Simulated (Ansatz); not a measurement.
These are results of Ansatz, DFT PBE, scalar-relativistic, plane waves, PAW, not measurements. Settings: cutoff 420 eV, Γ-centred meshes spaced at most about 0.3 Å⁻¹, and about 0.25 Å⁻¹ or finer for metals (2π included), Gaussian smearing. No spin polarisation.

These are static total energies at zero pressure.

Task: Order these relaxed structures of ScAl₅ by energy, lowest first, with the energy over the lowest of them.
A. Space group Cmmm (No. 65), orthorhombic, a = 4.083 Å, b = 12.332 Å, c = 4.095 Å. Sc has 12 Al at 2.89–2.93 Å; Al on a site of symmetry mmm has 4 Sc at 2.89 Å and 8 Al at 2.92–2.93 Å; around Al on a site of symmetry m2m lie 10 Al at 2.84–2.93 Å and 2 Sc at 2.93 Å; Al on a second site of symmetry m2m is surrounded by 10 Al at 2.85–2.92 Å and 2 Sc at 2.92 Å.
B. Space group P-3m1 (No. 164), trigonal, a = 3.029 Å, c = 13.631 Å. Sc is surrounded by 6 Al at 2.98 Å and 6 Sc at 3.03 Å; Al on a site of symmetry 3m is surrounded by 3 Al at 2.82 Å, 3 Sc at 2.98 Å and 6 Al at 3.03 Å; Al on a second site of symmetry 3m is surrounded by 6 Al at 2.80–2.82 Å and 6 Al at 3.03 Å; around Al on a site of symmetry -3m lie 6 Al at 2.80 Å and 6 Al at 3.03 Å.

Result: A (0 meV/atom), B (199 meV/atom). Counting all near atoms (those within 1.25 times the shortest distance at each site): A has Sc 12, Al 12; B has Sc 12, Al 12. Both come from invented guesses. Shaken at random and relaxed again, A came back.

Cells without such a test can be saddle points. Some candidate types were left out of the draw beforehand, so a known form may be missing.
